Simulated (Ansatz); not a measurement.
As:

```xyz
1
Lattice="2.7037 0.0000 0.0000 0.0000 2.7037 0.0000 0.0000 0.0000 2.7037" Properties=species:S:1:pos:R:3 pbc="T T T"
As    1.3518    1.3518    1.3518
```

This isn't the form of As at room conditions, which is rhombohedral.

* Program: Ansatz 0.2.0
* Task: relaxation of cell and atoms
* Functional: PBEsol0
* Potentials or basis: Ansatz PAW
* Cutoff: 420 eV (not typed: the program's choice for these potentials)
* k mesh: 5 × 5 × 5
* Occupations: fermi-dirac, width 0.05 eV
* Spin: no spin polarisation

At the start: volume 19.76 Å³/atom.

How do energy, volume and symmetry change on relaxing?

It ends after 5 steps and the volume is 19.27 Å³/atom (-2.5 %); space group Pm-3m (No. 221, to 0.05 Å).

Step by step:
```
step  energy change (eV)  largest force (eV/Å)  volume (Å³)
   1              0.0000                0.0000        19.76
   2             -0.0028                0.0000        18.99
   3             -0.0041                0.0000        19.28
   4             -0.0041                0.0000        19.27
   5             -0.0039                0.0000        19.27
```

Final structure:
```cif
data_structure
_symmetry_space_group_name_H-M 'P 1'
_symmetry_Int_Tables_number 1
_cell_length_a 2.6809
_cell_length_b 2.6809
_cell_length_c 2.6809
_cell_angle_alpha 90.000
_cell_angle_beta 90.000
_cell_angle_gamma 90.000
_cell_volume 19.27
loop_
_atom_site_label
_atom_site_type_symbol
_atom_site_fract_x
_atom_site_fract_y
_atom_site_fract_z
_atom_site_occupancy
As1 As 0.50000 0.50000 0.50000 1
```

Caveat: the k mesh is coarse (spacing up to 0.46 Å⁻¹), so the values aren't converged, least of all with exact exchange; the plane-wave basis is chosen anew once the cell has moved, so the energies of steps on either side of that aren't comparable; the PAW data sets come from PBE, with cores solved anew for the run's functional, which leaves a small shift of forces and pressure.
